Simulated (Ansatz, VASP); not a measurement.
## Two plane-wave programs on BiS

```
CELL_PARAMETERS angstrom
4.00294 0.00000 0.00000
0.00000 4.00294 0.00000
0.00000 0.00000 4.00294
ATOMIC_POSITIONS crystal
Bi 0.50000 0.50000 0.50000
S 0.00000 0.00000 0.00000
```

The cell was built by a generator and needn't be a form met in nature.

Alike in both runs: functional RPBE; k mesh 7 × 7 × 7; occupations fermi-dirac, width 0.05 eV; no spin polarisation.

```csv
,VASP,Ansatz
version,VASP 6.6.1,Ansatz 0.2.0
potentials or method,"VASP PAW PBE potentials, release 64 (Bi_d, S)",Ansatz PAW
plane-wave cutoff (eV),520,420
valence electrons in the cell,21,21
task,single point,band structure
```

```tsv
	VASP	Ansatz	Ansatz less VASP
gap on the k mesh at the Fermi level (eV)	none	none	-
pressure (GPa)	-9.7	-9.7	+0.06
```

A gap of «none» marks a metal or a gap that the smearing closes. With one functional, cell and mesh, what is left measures potentials, basis and numerics.

Caveats: spin-orbit coupling is left out, which moves the levels of the heavy elements; the PAW data sets were made with another functional, which shifts forces and pressure a little (VASP); the PAW data sets come from PBE, with cores solved anew for the run's functional, which leaves a small shift of forces and pressure (Ansatz).
